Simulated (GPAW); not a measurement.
Sb:

```xyz
1
Lattice="3.1600 0.0000 0.0000 0.0000 3.1600 0.0000 0.0000 0.0000 3.1600" Properties=species:S:1:pos:R:3 pbc="T T T"
Sb    0.0000    0.0000    0.0000
```

This isn't the form of Sb at room conditions, which is rhombohedral.

| Quantity | Value |
| --- | --- |
| Program | GPAW 26.7.0 |
| Task | single point |
| Functional | PBE |
| Potentials or basis | GPAW PAW data sets (gpaw-data 1.2.1) |
| Cutoff | 600 eV |
| Basis | pw |
| k mesh | 8 × 8 × 8 |
| Occupations | fermi-dirac, width 0.05 eV |
| Spin | no spin polarisation |

On this cell: pressure -2.5 GPa; band gap on the k mesh none (metal or under the smearing width).

The same run follows on a disturbed copy (cell strained at random at fixed volume):

```
Sb
1.0
     3.18307   -0.00916   -0.07927
    -0.00916    3.13721   -0.05653
    -0.07927   -0.05653    3.16292
Sb
1
Direct
  0.00350 0.00307 0.97826
```

Q: What changes?

A: The energy (extrapolated to zero smearing) moves by +1.5 meV/atom; pressure -2.6 GPa; band gap on the k mesh none (metal or under the smearing width).

Stress tensor (GPa, compression positive):
```
-3.31 -0.11  0.51
-0.11 -1.57  0.09
 0.51  0.09 -2.83
```
